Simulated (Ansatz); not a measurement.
Here is an Ansatz 0.2.0 calculation.

The input input.yaml:

```yaml
crystal:
  lattice:
    - [3.1831225544, 0.0, 0.0]
    - [-1.5915612772, 2.7566649955, 0.0]
    - [0.0, 0.0, 35.1805582101]
  atoms:
    - { symbol: W, position: [0.3333333333, 0.6666666667, 0.59231661] }
    - { symbol: W, position: [0.3333333333, 0.6666666667, 0.2234] }
    - { symbol: W, position: [0.6666666667, 0.3333333333, 0.7766] }
    - { symbol: W, position: [0.6666666667, 0.3333333333, 0.40768339] }
    - { symbol: S, position: [0.3333333333, 0.6666666667, 0.82114964] }
    - { symbol: S, position: [0.3333333333, 0.6666666667, 0.45202369] }
    - { symbol: S, position: [0.6666666667, 0.3333333333, 0.63662107] }
    - { symbol: S, position: [0.6666666667, 0.3333333333, 0.26774184] }
    - { symbol: S, position: [0.3333333333, 0.6666666667, 0.73225816] }
    - { symbol: S, position: [0.3333333333, 0.6666666667, 0.36337893] }
    - { symbol: S, position: [0.6666666667, 0.3333333333, 0.54797631] }
    - { symbol: S, position: [0.6666666667, 0.3333333333, 0.17885036] }
hamiltonian:
  xc: pbe
  pseudopotentials: { kind: paw }
kpoints:
  mp_grid: { grid: [7, 7, 1] }
scf:
  occupations: { method: fermi_dirac, width: 0.05 }
output:
  forces: true
  stress: true
  eigenvalues: true
relax:
  f_tol: 0.01
  max_steps: 40
  cell: { stress_tol: 0.05, p_target: 10.0 }
```

Potentials or basis: Ansatz PAW.

Run with:

```sh
$ ansatz run input.yaml --threads 4 --pin off --max-ram 11264MiB --backend cpu --events-out ev --progress --plain --runs-dir out
```

(1) Predict the relaxed cell.

(2) What does it give for the space group after relaxing (to 0.05 Å)?

Answers

(1) a = 3.113 Å, b = 3.113 Å, c = 23.247 Å, α = 90.00°, β = 90.00°, γ = 120.00°.

(2) P6_3/mmc (No. 194).

Caveat: odd divisions of the mesh miss points on the zone boundary, where band edges often lie, so the gap on the mesh can be too wide; spin-orbit coupling is left out, which moves the levels of the heavy elements; without dispersion, layers of such crystals drift apart on relaxing, which shifts levels and gaps.
